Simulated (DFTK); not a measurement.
The system is SnSe.

```xyz
2
Lattice="0.0000 3.0100 3.0100 3.0100 0.0000 3.0100 3.0100 3.0100 0.0000" Properties=species:S:1:pos:R:3 pbc="T T T"
Sn    0.0000    0.0000    0.0000
Se    3.0100    3.0100    3.0100
```

Measurements of this composition are mostly on another form, of space group No. 62.

Base run:

* Program: DFTK 0.8.2
* Functional: PBE
* Potentials or basis: dojo.nc.sr.pbe.v0_4_1.standard.upf (PBE)
* Cutoff: 1170 eV
* k mesh: 8 × 8 × 8
* Occupations: fermi-dirac, width 0.05 eV
* Spin: no spin polarisation

Its results: band gap on the k mesh 0.58 eV, direct; pressure 0.9 GPa.

Task: The run is repeated on the same cell with these changes: functional from PBE to LDA; potentials or basis from dojo.nc.sr.pbe.v0_4_1.standard.upf (PBE) to cp2k.nc.sr.lda.v0_1.largecore.gth (LDA, GTH); cutoff from 1170 eV to 599 eV; valence electrons from 30 to 10. What comes out?

Result: Band gap on the k mesh 0.61 eV, direct; pressure -4.0 GPa.

Caveats: spin-orbit coupling is left out, which moves the levels of the heavy elements; GTH potentials come without recommended cutoffs, and this one wasn't checked for convergence (some runs).
